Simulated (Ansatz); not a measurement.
Density of states of CaSe (Fm-3m, a = 5.959 Å, b = 5.959 Å, c = 5.959 Å, α = 90.00°, β = 90.00°, γ = 90.00°), in states per eV and primitive cell, averaged over bins of 0.4 eV. Computed with DFT PBE, scalar-relativistic, plane waves, PAW in Ansatz.

Plane waves to 420 eV, a k mesh through Γ of 8×8×8 on the computed 2-atom cell and Gaussian smearing (0.02 eV); no spin polarisation.

The cell is relaxed at this level. The states (both spins) are summed by tetrahedra on a 12×12×12 mesh at the self-consistent density. Energies are bin centres; the table starts no lower than −8 eV and ends at 6 eV, or lower where the solved bands end.

The gap is 2.08 eV at this level, with the zero inside it.

```
E − E_F (eV) total Se 4p Ca 4s Se 4s Ca 3p
       -4.05   0.53   0.40   0.11   0.00   0.00
       -3.65   2.47   2.01   0.34   0.03   0.02
       -3.25   1.47   1.26   0.13   0.02   0.01
       -2.85   1.39   1.26   0.05   0.01   0.01
       -2.45   2.65   2.44   0.04   0.01   0.02
       -2.05   4.91   4.59   0.02   0.00   0.02
       -1.65   1.25   1.17   0.00   0.00   0.01
       -1.25   0.34   0.32   0.00   0.00   0.00
       -0.85   0.00   0.00   0.00   0.00   0.00
       -0.45   0.00   0.00   0.00   0.00   0.00
       -0.05   0.00   0.00   0.00   0.00   0.00
        0.35   0.00   0.00   0.00   0.00   0.00
        0.75   0.00   0.00   0.00   0.00   0.00
        1.15   0.09   0.00   0.00   0.00   0.00
        1.55   0.34   0.01   0.00   0.00   0.00
        1.95   0.57   0.01   0.00   0.00   0.00
        2.35   0.96   0.02   0.03   0.01   0.00
        2.75   1.54   0.03   0.11   0.03   0.00
```

The columns after the total are the Löwdin projections on the occupied valence shells of the potentials. The rest of the total lies in shells that are empty in the free atom, which aren't projected, and between the atoms.

Cost: 1 run of about 0.18 core-minutes, on Arm Neoverse V2 (shared hosts).